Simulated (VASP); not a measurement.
CF4, 40 atoms in the cell. The cell holds a amorphous, 40 atoms: a = 8.996 Å, b = 8.996 Å, c = 8.996 Å, α = 90.00°, β = 90.00°, γ = 90.00°. The cell was built by a generator and needn't be a form met in nature.

```yaml
Program: VASP 6.6.1
Task: single point
Functional: PBE
Dispersion: D3(BJ)
Potentials_or_basis: VASP PAW PBE potentials, release 64 (C, F)
Cutoff: 520 eV
k_mesh: 1 × 1 × 1
Occupations: fermi-dirac, width 0.05 eV
Spin: no spin polarisation
Dipole_correction: no
Further_INCAR_settings: LREAL = Auto; ALGO = Normal; EDIFF = 1e-06; NBANDS = 154
```

Potentials or basis: VASP PAW PBE potentials, release 64 (C, F).

Launch:

```console
$ cat potpaw_PBE.64/C/POTCAR potpaw_PBE.64/F/POTCAR > POTCAR
$ mpirun -np 1 vasp_gam > vasp.out
```

Hardware: 1 thread of AMD EPYC 7R13 Processor (Zen 3), on a shared host.

**Question.** Estimate the wall time of this run.

**Answer.** Run time: 3.5 min on 1 thread of AMD EPYC 7R13 Processor (Zen 3) (shared host), peak memory 0.58 GiB. Counts: scf iterations 17, k points 1.
